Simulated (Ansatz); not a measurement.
Zinc-blende AlSb was calculated with PBE (Ansatz, an electronic-structure program, PAW).

The same calculation (at the measured cell, 28.871 Å³/atom) with different numerical settings:

```json
[
 {"run": "1", "k mesh": "4×4×4", "gap on the mesh (eV)": "1.207", "total energy (eV/atom)": "-3511.0957", "rough time": "under 3 core-s"},
 {"run": "2", "k mesh": "6×6×6", "gap on the mesh (eV)": "1.220", "total energy (eV/atom)": "-3511.1534", "rough time": "under 3 core-s"},
 {"run": "3", "k mesh": "8×8×8", "gap on the mesh (eV)": "1.222", "total energy (eV/atom)": "-3511.1600", "rough time": "under 3 core-s"},
 {"run": "4", "k mesh": "12×12×12", "gap on the mesh (eV)": "1.216", "total energy (eV/atom)": "-3511.1612", "rough time": "5 core-s"},
 {"run": "5", "k mesh": "16×16×16", "gap on the mesh (eV)": "1.208", "total energy (eV/atom)": "-3511.1612", "rough time": "10 core-s"},
 {"run": "6", "k mesh": "20×20×20", "gap on the mesh (eV)": "1.209", "total energy (eV/atom)": "-3511.1612", "rough time": "20 core-s"}
]
```

In the column total energy (eV/atom) the first row differs from the last by +0.0655 and the next to last by 0.0000.

The last row is no converged limit: other settings stay fixed.

Spin–orbit coupling is not included.
